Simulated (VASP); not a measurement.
# Ce (P6_3/mmc) in VASP: band structure with PBEsol+D3+U

Aim: the band structure of Ce with PBEsol+D3+U.

Everything below comes from runs of VASP 6.6.1. Logs are shortened: lines on timing, memory, paths and dates and some standing lists are left out, and cuts for length are marked.

## 1. The structure

Symmetry: P6_3/mmc, No. 194, hexagonal system. The conventional cell has a = 3.650 Å, b = 3.650 Å, c = 5.960 Å, α = 90.00°, β = 90.00°, γ = 120.00°. Ce (site symmetry -6m2) has 12 Ce at 3.65 Å as nearest neighbours.

This isn't the form of Ce at room conditions, which is fcc.

## 2. Band structure, PBEsol+D3+U, collinear spin, ferromagnetic start

Input file run.py:

```python
from ase.calculators.vasp import Vasp
from ase.dft.bandgap import bandgap
from ase.spacegroup import crystal

atoms = crystal(
    ['Ce'],
    basis=[[0.6666666667, 0.3333333333, 0.75]],
    spacegroup=194,
    setting=1,
    cellpar=[3.65, 3.65, 5.96, 90.0, 90.0, 120.0],
    primitive_cell=True,
)
atoms.set_initial_magnetic_moments([1.0, 1.0])
calc = Vasp(
    directory='calc',
    xc='pbesol',
    pp='PBE',
    setups='materialsproject',
    prec='Normal',
    encut=520,
    ediff=1e-06,
    ismear=1,
    sigma=0.2,
    lreal=False,
    lasph=True,
    nelm=120,
    algo='Normal',
    isif=2,
    lwave=False,
    lcharg=True,
    ispin=2,
    lorbit=11,
    lmaxmix=6,
    ldautype=1,
    ldauprint=1,
    ivdw=11,
    ldau_luj={'Ce': {'L': 3, 'U': 8, 'J': 1.0}},
    kpts=[8, 8, 5],
    gamma=True,
    nelect=24.02,
)
atoms.calc = calc

print('energy (eV):', atoms.get_potential_energy())
print('free energy (eV):', atoms.get_potential_energy(force_consistent=True))
efermi = calc.get_fermi_level()
print('Fermi level (eV):', efermi)
path = atoms.cell.bandpath(npoints=40, eps=1e-4)
print('path:', path.path)
calc.set(kpts=path.kpts, reciprocal=True, icharg=11, isym=0, lcharg=False)
calc.calculate(atoms)
print('gap on the path (eV):', bandgap(calc, efermi=efermi)[0])
print('direct gap on the path (eV):', bandgap(calc, efermi=efermi, direct=True)[0])
```

Potentials or basis: VASP PAW PBE potentials, release 64 (Ce).

Command:

```
$ python run.py
```

Output:

```text
energy (eV): -7.93797415
free energy (eV): -7.93091877
Fermi level (eV): 6.83747428
path: GMKGALHA,LM,KH
gap on the path (eV): 0.0
direct gap on the path (eV): 0.0
```

OUTCAR:

```text
ENCUT = 520.000000
   NELECT = 24.020000
   EDIFF = 1.00e-06
   GGA = PS
   PREC = Normal
   ICHARG = 11
   ISIF = 2
   ISMEAR = 1
   ISPIN = 2
   ISYM = 0
   LORBIT = 11
   NELM = 120
   IVDW = 11
   LASPH = .TRUE.
   LREAL = .FALSE.
 IVDW          = 11

 ion  position               nearest neighbor table
   1  0.667  0.333  0.750-
   2  0.333  0.667  0.250-

IMPORTANT INFORMATION: All symmetrisations will be switched off!
NOSYMM: (Re-)initialisation of all symmetry stuff for point group C_1.

----------------------------------------------------------------------------------------

                                     Primitive cell

  volume of cell :      68.7642

  direct lattice vectors                    reciprocal lattice vectors
     3.650000000  0.000000000  0.000000000     0.273972603  0.158178156  0.000000000
    -1.825000000  3.160992724  0.000000000     0.000000000  0.316356312  0.000000000
     0.000000000  0.000000000  5.960000000     0.000000000  0.000000000  0.167785235

  length of vectors
     3.650000000  3.650000000  5.960000000     0.316356312  0.316356312  0.167785235

  position of ions in fractional coordinates (direct lattice)
     0.666666667  0.333333333  0.750000000
     0.333333333  0.666666667  0.250000000

  ion indices of the primitive-cell ions
   primitive index   ion index
                 1           1
                 2           2

----------------------------------------------------------------------------------------

 KPOINTS: KPOINTS created by Atomic Simulation Env

Read explicit list of k-points.

 Found     40 k-points:

 Following reciprocal coordinates:
            Coordinates               Weight
  0.000000  0.000000  0.000000      0.025000
  0.100000  0.000000  0.000000      0.025000
  0.200000  0.000000  0.000000      0.025000
  0.300000  0.000000  0.000000      0.025000
  0.400000  0.000000  0.000000      0.025000
  0.500000  0.000000  0.000000      0.025000
[... 16 lines left out ...]
  0.444444  0.111111  0.500000      0.025000
  0.388889  0.222222  0.500000      0.025000
 [... further k-points ...]
   k-points           NKPTS =     40   k-points in BZ     NKDIM =     40   number of bands    NBANDS=     17
   number of dos      NEDOS =    301   number of ions     NIONS =      2
   total plane-waves  NPLWV =  14400
   dimension x,y,z NGX =    20 NGY =   20 NGZ =   36
   dimension x,y,z NGXF=    40 NGYF=   40 NGZF=   72
   ions per type =               2
   NGX,Y,Z   is equivalent  to a cutoff of   9.11,  9.11, 10.04 a.u.
   NGXF,Y,Z  is equivalent  to a cutoff of  18.22, 18.22, 20.08 a.u.
 SYSTEM =  unknown system
   PREC   = normal    normal or accurate (medium, high low for compatibility)
   ISTART =      0    job   : 0-new  1-cont  2-samecut
   ICHARG =     11    charge: 1-file 2-atom 10-const
   ISPIN  =      2    spin polarized calculation?
[... 105 lines left out ...]
  0.0000  0.0000  0.0051 -0.0000 -0.0000  0.0000 -0.0000
 -0.0000 -0.0000 -0.0000  0.0968 -0.0000  0.0000  0.0000
 -0.0000 -0.0000 -0.0000 -0.0000  0.0051  0.0000 -0.0000
 -0.0000 -0.0000  0.0000  0.0000  0.0000  0.0129 -0.0000
  0.0000 -0.0000 -0.0000  0.0000 -0.0000 -0.0000  0.0035

 occupancies and eigenvectors

  o =  0.0035  v =  0.0000  0.0000  0.0000  0.0000  0.0000  0.0000  0.0000  0.0000  0.0000 -0.0000  0.0000 -0.0000 -0.0000 -1.0000      0.0000  0.0000  0.0000  0.0000  0.0000  0.0000  0.0000  0.0000  0.0000  0.0000  0.0000  0.0000  0.0000  0.0000
  o =  0.0040  v = -0.0000  0.0000  0.0000 -0.0000  0.0000  0.0000  1.0000  0.0000  0.0000  0.0000  0.0000  0.0000  0.0000  0.0000      0.0000  0.0000  0.0000  0.0000  0.0000  0.0000  0.0000  0.0000  0.0000  0.0000  0.0000  0.0000  0.0000  0.0000
  o =  0.0050  v = -0.0000 -0.0000  0.9952 -0.0000  0.0982 -0.0000 -0.0000  0.0000  0.0000  0.0000  0.0000  0.0000  0.0000  0.0000      0.0000  0.0000  0.0000  0.0000  0.0000  0.0000  0.0000  0.0000  0.0000  0.0000  0.0000  0.0000  0.0000  0.0000
  o =  0.0050  v =  0.0000  0.0000 -0.0982  0.0000  0.9952 -0.0000 -0.0000  0.0000  0.0000  0.0000  0.0000  0.0000  0.0000  0.0000      0.0000  0.0000  0.0000  0.0000  0.0000  0.0000  0.0000  0.0000  0.0000  0.0000  0.0000  0.0000  0.0000  0.0000
  o =  0.0051  v =  0.0000  0.0000  0.0000  0.0000  0.0000  0.0000  0.0000 -0.0000 -0.0000  0.9961  0.0000  0.0879 -0.0000 -0.0000      0.0000  0.0000  0.0000  0.0000  0.0000  0.0000  0.0000  0.0000  0.0000  0.0000  0.0000  0.0000  0.0000  0.0000
  o =  0.0051  v =  0.0000  0.0000  0.0000  0.0000  0.0000  0.0000  0.0000  0.0000  0.0000 -0.0879 -0.0000  0.9961 -0.0000 -0.0000      0.0000  0.0000  0.0000  0.0000  0.0000  0.0000  0.0000  0.0000  0.0000  0.0000  0.0000  0.0000  0.0000  0.0000
  o =  0.0129  v =  0.0000  0.0000  0.0000  0.0000  0.0000  0.0000  0.0000  0.0000  0.0526  0.0000 -0.0000  0.0000  0.9986 -0.0000      0.0000  0.0000  0.0000  0.0000  0.0000  0.0000  0.0000  0.0000  0.0000  0.0000  0.0000  0.0000  0.0000  0.0000
  o =  0.0129  v =  0.0000  0.0000  0.0000  0.0000  0.0000  0.0000  0.0000 -0.0000 -0.9986 -0.0000 -0.0000  0.0000  0.0526  0.0000      0.0000  0.0000  0.0000  0.0000  0.0000  0.0000  0.0000  0.0000  0.0000  0.0000  0.0000  0.0000  0.0000  0.0000
  o =  0.0286  v = -1.0000 -0.0000 -0.0000 -0.0000 -0.0000 -0.0000 -0.0000  0.0000  0.0000  0.0000  0.0000  0.0000  0.0000  0.0000      0.0000  0.0000  0.0000  0.0000  0.0000  0.0000  0.0000  0.0000  0.0000  0.0000  0.0000  0.0000  0.0000  0.0000
  o =  0.0579  v =  0.0000 -0.0000 -0.0000 -1.0000  0.0000  0.0000 -0.0000  0.0000  0.0000  0.0000  0.0000  0.0000  0.0000  0.0000      0.0000  0.0000  0.0000  0.0000  0.0000  0.0000  0.0000  0.0000  0.0000  0.0000  0.0000  0.0000  0.0000  0.0000
  o =  0.0703  v =  0.0000  0.0000  0.0000  0.0000  0.0000  0.0000  0.0000 -1.0000  0.0000 -0.0000 -0.0000  0.0000  0.0000 -0.0000      0.0000  0.0000  0.0000  0.0000  0.0000  0.0000  0.0000  0.0000  0.0000  0.0000  0.0000  0.0000  0.0000  0.0000
  o =  0.0968  v =  0.0000  0.0000  0.0000  0.0000  0.0000  0.0000  0.0000  0.0000  0.0000  0.0000 -1.0000  0.0000 -0.0000 -0.0000      0.0000  0.0000  0.0000  0.0000  0.0000  0.0000  0.0000  0.0000  0.0000  0.0000  0.0000  0.0000  0.0000  0.0000
  o =  0.1143  v =  0.0000 -0.2334 -0.0000 -0.0000  0.0000 -0.9724  0.0000  0.0000  0.0000  0.0000  0.0000  0.0000  0.0000  0.0000      0.0000  0.0000  0.0000  0.0000  0.0000  0.0000  0.0000  0.0000  0.0000  0.0000  0.0000  0.0000  0.0000  0.0000
  o =  0.1143  v = -0.0000  0.9724  0.0000 -0.0000 -0.0000 -0.2334  0.0000  0.0000  0.0000  0.0000  0.0000  0.0000  0.0000  0.0000      0.0000  0.0000  0.0000  0.0000  0.0000  0.0000  0.0000  0.0000  0.0000  0.0000  0.0000  0.0000  0.0000  0.0000

 number of electron      24.0200002 magnetization       0.2834759

 Free energy of the ion-electron system (eV)
  ---------------------------------------------------
  ext. energy  EPLUGINS =         0.00000000
  ---------------------------------------------------
  free energy    TOTEN  =       281.25642089 eV

  energy without entropy =      281.26288618  energy(sigma->0) =      281.25857599

 number of electron      24.0200002 magnetization       0.2834759

 Free energy of the ion-electron system (eV)
  ---------------------------------------------------
  ext. energy  EPLUGINS =         0.00000000
  ---------------------------------------------------
  free energy    TOTEN  =        -7.40114881 eV

  energy without entropy =       -7.39630286  energy(sigma->0) =       -7.39953350

 E-fermi :   6.9199     XC(G=0): -10.2744

 val. band max:        6.9144775507   @ k =   0.0000   0.0000   0.5000
 cond. band min:       6.9282324043   @ k =   0.2500   0.0000   0.5000
 fundamental gap:      0.0137548536
 Fermi energy:         6.9198987330

 spin component 1

 k-point     1 :       0.0000    0.0000    0.0000
  band No.  band energies     occupation
      1     -29.3863      1.00000
      2     -29.2121      1.00000
      3     -12.3444      1.00000
      4     -11.2631      1.00000
      5     -11.2630      1.00000
      6     -11.0994      1.00000
[... 943 lines left out ...]
      6     -11.6954      1.00000
[... 9 lines left out ...]
     16       7.4760     -0.00030
     17       7.5135     -0.00011

 [... further k-points ...]

------------------------ aborting loop because EDIFF is reached ----------------------------------------

 Edisp (eV)   -0.51027

 E8    (eV) :    -0.3570

  FORCE on cell =-STRESS in cart. coord.  units (eV):
  Direction    XX          YY          ZZ          XY          YZ          ZX
  --------------------------------------------------------------------------------------
  -------------------------------------------------------------------------------------
  Total       9.71387     7.94943     7.30126     0.33452    -0.02042     0.00281
  in kB     226.32903   185.21833   170.11613     7.79429    -0.47577     0.06556
  external pressure =      193.89 kB  Pullay stress =        0.00 kB

 VOLUME and BASIS-vectors are now :
 -----------------------------------------------------------------------------
  energy-cutoff  :      520.00
  volume of cell :       68.76
      direct lattice vectors                 reciprocal lattice vectors
     3.650000000  0.000000000  0.000000000     0.273972603  0.158178156  0.000000000
    -1.825000000  3.160992724  0.000000000     0.000000000  0.316356312  0.000000000
     0.000000000  0.000000000  5.960000000     0.000000000  0.000000000  0.167785235

 POSITION                                       TOTAL-FORCE (eV/Angst)
 -----------------------------------------------------------------------------------
      1.82500      1.05366      4.47000        -0.300612     -0.153174      0.000036
     -0.00000      2.10733      1.49000         0.300612      0.153174     -0.000036
 -----------------------------------------------------------------------------------
    total drift:                               -0.000014      0.000003     -0.000014

  FREE ENERGIE OF THE ION-ELECTRON SYSTEM (eV)
  ---------------------------------------------------
  free  energy   TOTEN  =        -7.9114140481 eV

  energy  without entropy=       -7.9065681000  energy(sigma->0) =       -7.90979873

 total charge

# of ion       s       p       d       f       tot
--------------------------------------------------
    1        2.079   5.638   1.109   0.686   9.512
    2        2.079   5.638   1.109   0.686   9.512
--------------------------------------------------
tot          4.158  11.275   2.218   1.373  19.024

 magnetization (x)

# of ion       s       p       d       f       tot
--------------------------------------------------
    1        0.000   0.000   0.006   0.216   0.223
    2        0.000   0.000   0.006   0.217   0.223
--------------------------------------------------
tot          0.000   0.000   0.012   0.433   0.446
```

INCAR:

```text
ENCUT = 520.000000
NELECT = 24.020000
SIGMA = 0.200000
EDIFF = 1.00e-06
ALGO = Normal
GGA = PS
PREC = Normal
ICHARG = 11
ISIF = 2
ISMEAR = 1
ISPIN = 2
ISYM = 0
LDAUPRINT = 1
LDAUTYPE = 1
LMAXMIX = 6
LORBIT = 11
NELM = 120
IVDW = 11
LASPH = .TRUE.
LCHARG = .FALSE.
LWAVE = .FALSE.
LREAL = .FALSE.
LDAU = .TRUE.
LDAUL = 3
LDAUU = 8.000
LDAUJ = 1.000
MAGMOM = 2*1.0000
```

It took 12 min on 1 thread of AMD EPYC 7R43 (Zen 3), shared host; peak memory 0.17 GiB.

The run converged, but some of its settings lie outside the range that counts as converged (typed here: PREC = Normal; NELECT = 24.020000), so its numbers aren't taken as properties of the crystal.

Results:

```yaml
Band_gap_along_the_path: none (metal or under the smearing width)
Net_moment: 0.28 μB per cell
Dispersion_energy_per_atom: -0.255 eV
```

Caveat: the cell is charged against a uniform background, so pressure and absolute levels hang on convention; the log is that of the step along the path at fixed density, whose energy, stress, charges and moments have no meaning; the magnetic or orbital state may not be the lowest; the PAW data sets were made with another functional, which shifts forces and pressure a little; spin-orbit coupling is left out, which moves the levels of the heavy elements; pairwise dispersion overbinds metals, which lowers pressure and volume.
